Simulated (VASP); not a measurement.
## HfO$_{2}$ in VASP 6.6.1, single-point calculation

INCAR

```
LASPH = .TRUE.
ENCUT = 520
GGA = PE
EDIFF = 1E-7
ISIF = 2
NELECT = 21
PREC = Accurate
NBANDS = 18
ISMEAR = -1
LREAL = .FALSE.
SIGMA = 0.02
LCHARG = .FALSE.
IBRION = -1
NELM = 78
LWAVE = .FALSE.
NSW = 0
```

KPOINTS

```
KPOINTS created by Atomic Simulation Environment
0
Gamma
8 8 8
0 0 0
```

POSCAR

```
Hf O
 1.0000000000000000
     0.1162999300000000    2.5696067797000000    2.5696067797000000
     2.5696067797000000    0.1162999300000000    2.5696067797000000
     2.5696067797000000    2.5696067797000000    0.1162999300000000
 Hf  O
   1   2
Cartesian
 -0.0000000000000000 -0.0000000000000000  0.0000000000000000
  1.2992172919929719  1.2992172919929721  1.2992172919929721
  3.9562961974070281  3.9562961974070285  3.9562961974070290
```

The recommended PBE PAW datasets give the neutral cell 22 valence electrons.

Command

```
mpirun -np 1 vasp_std
```

OSZICAR

```
N       E                     dE             d eps       ncg     rms          rms(c)
DAV:   1     0.787961219542E+02    0.78796E+02   -0.11626E+04  2340   0.112E+03
DAV:   2    -0.328240284704E+02   -0.11162E+03   -0.10931E+03  2990   0.279E+02
DAV:   3    -0.363722792071E+02   -0.35483E+01   -0.35102E+01  2692   0.428E+01
DAV:   4    -0.363923561511E+02   -0.20077E-01   -0.20069E-01  2834   0.359E+00
DAV:   5    -0.363924857372E+02   -0.12959E-03   -0.12958E-03  2662   0.269E-01    0.489E+01
DAV:   6    -0.338518796251E+02    0.25406E+01   -0.66756E+00  2410   0.207E+01    0.376E+01
DAV:   7    -0.337507866665E+02    0.10109E+00   -0.64239E-01  2682   0.610E+00    0.200E+01
DAV:   8    -0.337483051615E+02    0.24815E-02   -0.13872E-01  2612   0.300E+00    0.378E+00
DAV:   9    -0.337408946169E+02    0.74105E-02   -0.35816E-02  2586   0.131E+00    0.141E+00
DAV:  10    -0.337404167912E+02    0.47783E-03   -0.37446E-03  2500   0.459E-01    0.478E-02
DAV:  11    -0.337404125096E+02    0.42816E-05   -0.21580E-04  2846   0.117E-01    0.143E-01
DAV:  12    -0.337404146713E+02   -0.21617E-05   -0.17072E-05  2572   0.293E-02    0.639E-02
DAV:  13    -0.337404166047E+02   -0.19334E-05   -0.15488E-06  2606   0.103E-02    0.400E-03
DAV:  14    -0.337404166665E+02   -0.61736E-07   -0.19817E-07  2508   0.285E-03
   1 F= -.33740417E+02 E0= -.33737856E+02  d E =-.512033E-02
```

Standard output (part)

```
POSCAR found type information on POSCAR HfO
 POSCAR found :  2 types and       3 ions
 LDA part: xc-table for (Slater+PW92), standard interpolation
 POSCAR, INCAR and KPOINTS ok, starting setup
 WAVECAR not read
 entering main loop
 the old and the new charge density differ
    0.489E+01
```

From OUTCAR

```
k-points           NKPTS =     65   k-points in BZ     NKDIM =     65   number of bands    NBANDS=     18

   NELECT =      21.0000    total number of electrons

   dimension x,y,z NGX =    28 NGY =   28 NGZ =   28
   dimension x,y,z NGXF=    56 NGYF=   56 NGZF=   56

  energy-cutoff  :      520.00
  volume of cell :       31.63
      direct lattice vectors                 reciprocal lattice vectors
     0.116299930  2.569606780  2.569606780    -0.208316609  0.199296487  0.199296487
     2.569606780  0.116299930  2.569606780     0.199296487 -0.208316609  0.199296487
     2.569606780  2.569606780  0.116299930     0.199296487  0.199296487 -0.208316609

 k-points in reciprocal lattice and weights: KPOINTS created by Atomic Simulation Env
   0.00000000  0.00000000  0.00000000       0.002
   0.12500000  0.00000000  0.00000000       0.012
   0.25000000  0.00000000  0.00000000       0.012
   0.37500000 -0.00000000 -0.00000000       0.012
   0.50000000  0.00000000  0.00000000       0.006
   0.12500000  0.12500000  0.00000000       0.012
   0.25000000  0.12500000  0.00000000       0.023
   0.37500000  0.12500000  0.00000000       0.023
   ...

 E-fermi :   2.9463

 k-point     1 :       0.0000    0.0000    0.0000
  band No.  band energies     occupation
      1     -24.7979      2.00000
      2     -24.7641      2.00000
      3     -24.7641      2.00000
      4     -14.9739      2.00000
      5     -12.0376      2.00000
      6      -1.5247      2.00000
      7      -1.2918      2.00000
      8      -1.2918      2.00000
      9       3.1038      0.00076
     10       3.1038      0.00076
     11       3.2269      0.00000
     12       8.8651      0.00000
     13       8.8651      0.00000
     14      10.9982      0.00000
     15      14.7783      0.00000
     16      15.2467      0.00000
     17      15.2467      0.00000
     18      18.3924      0.00000

 k-point     2 :       0.1250    0.0000    0.0000
  band No.  band energies     occupation
      1     -24.8559      2.00000
      2     -24.8015      2.00000
      3     -24.7754      2.00000
      4     -14.7442      2.00000
      5     -12.2128      2.00000
      6      -1.3432      2.00000
      7      -1.1441      2.00000
      8      -0.8920      2.00000
      9       2.6991      1.99999
     10       2.8822      1.92179
     11       2.9570      0.73859
     12       9.0789      0.00000
     13       9.1578      0.00000
     14      11.5556      0.00000
     15      14.5306      0.00000
     16      14.6858      0.00000
     17      15.0547      0.00000
     18      18.3962      0.00000

 k-point     3 :       0.2500    0.0000    0.0000
  band No.  band energies     occupation
      1     -25.0601      2.00000
      2     -24.8163      2.00000
      3     -24.8027      2.00000
      4     -14.2247      2.00000
      5     -12.5433      2.00000
      6      -0.9237      2.00000
      7      -0.7912      2.00000
      8       0.0683      2.00000
      9       1.8514      2.00000
     10       2.4131      2.00000
     11       2.4734      2.00000
     12       9.4079      0.00000
     13       9.6832      0.00000
     14      12.1504      0.00000
     15      14.0525      0.00000
     16      14.3421      0.00000
     17      14.6673      0.00000
     18      18.0281      0.00000

 ...

  Total       -6.4853961     -6.4853961     -6.4853961     -0.8049269     -0.8049269     -0.8049269
  in kB     -328.4945648   -328.4945648   -328.4945648    -40.7706953    -40.7706953    -40.7706953
  external PRESSURE =    -328.4945648 kB  Pullay stress =       0.0000000 kB

 POSITION                                       TOTAL-FORCE (eV/Angst)
 -----------------------------------------------------------------------------------
      0.00000      0.00000      0.00000         0.000000      0.000000     -0.000000
      1.29922      1.29922      1.29922        -0.095854     -0.095854     -0.095854
      3.95630      3.95630      3.95630         0.095854      0.095854      0.095854
 -----------------------------------------------------------------------------------
    total drift:                                0.000000      0.000000      0.000000

  FREE ENERGIE OF THE ION-ELECTRON SYSTEM (eV)
  ---------------------------------------------------
  free  energy   TOTEN  =       -33.7404166665 eV

  energy  without entropy=      -33.7352963316  energy(sigma->0) =      -33.73785650
```

It converged. Results: pressure -32.8 GPa; largest force 0.17 eV/Å.

The cell is charged and sits in a uniform background.

For comparison, a separate PBE run of the intended cell, on usual settings and not on those above, gives a gap of 3.90 eV on its mesh and a pressure of 8.9 GPa.

The run above took about 35 s on one core of a shared host (Intel Xeon Platinum 8488C) and held 0.18 GiB at most.
